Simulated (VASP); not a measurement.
Wanted: the native input for a VASP 6.6.1 run.

| Item | Value |
| --- | --- |
| Task | single point |
| Functional | PBEsol |
| Potentials or basis | VASP PAW PBE potentials, release 64 (S, Mo_sv) |
| Cutoff | 520 eV |
| k mesh | 12 × 12 × 1 |
| Occupations | gaussian, width 0.03 eV |
| Spin | no spin polarisation |
| Dipole correction | yes |
| Further INCAR settings | ALGO = Fast; EDIFF = 1e-07; NBANDS = 20 |

The structure of MoS2 lies in POSCAR:

```
MoS2
1.0
    3.1405518228      0.0000000000      0.0000000000
   -1.5702759114      2.7197976605      0.0000000000
    0.0000000000      0.0000000000     30.0399999981
S Mo
2 1
Direct
    0.6666666667      0.3333333333      0.2330751629
    0.6666666667      0.3333333333      0.3368316281
    0.3333333333      0.6666666667      0.2849533955
```

The cell was built by a generator and needn't be a form met in nature.

These files were run (other wordings do the same):

INCAR

```
PREC     = Accurate       # precision mode
ENCUT    = 520            # plane-wave cutoff, eV
EDIFF    = 1E-7           # SCF threshold, eV
ISMEAR   = 0              # smearing method
SIGMA    = 0.03           # smearing width, eV
LREAL    = False          # projectors in reciprocal space
LASPH    = True           # aspherical terms in the spheres
NELM     = 100            # most SCF steps
ALGO     = Fast           # electronic algorithm
ISIF     = 2              # what is computed and relaxed
LWAVE    = False          # write WAVECAR
LCHARG   = False          # write CHGCAR
LDIPOL   = True         
IDIPOL   = 3            
DIPOL    = 0.5 0.5 0.285
GGA      = PS             # functional
NBANDS   = 20             # bands
```

KPOINTS

```
Automatic mesh
0
Gamma
  12 12 1
```

Potentials or basis: VASP PAW PBE potentials, release 64 (S, Mo_sv).

The run is started by

```console
$ cat potpaw_PBE.64/S/POTCAR potpaw_PBE.64/Mo_sv/POTCAR > POTCAR
$ mpirun -np 1 vasp_std > vasp.out
```

Results of the run:

* Band gap on the k mesh: 1.81 eV, direct

Wall time 83 s on 1 thread of Intel(R) Xeon(R) 6975P-C (Granite Rapids), with other jobs on the host, peak memory 0.38 GiB.
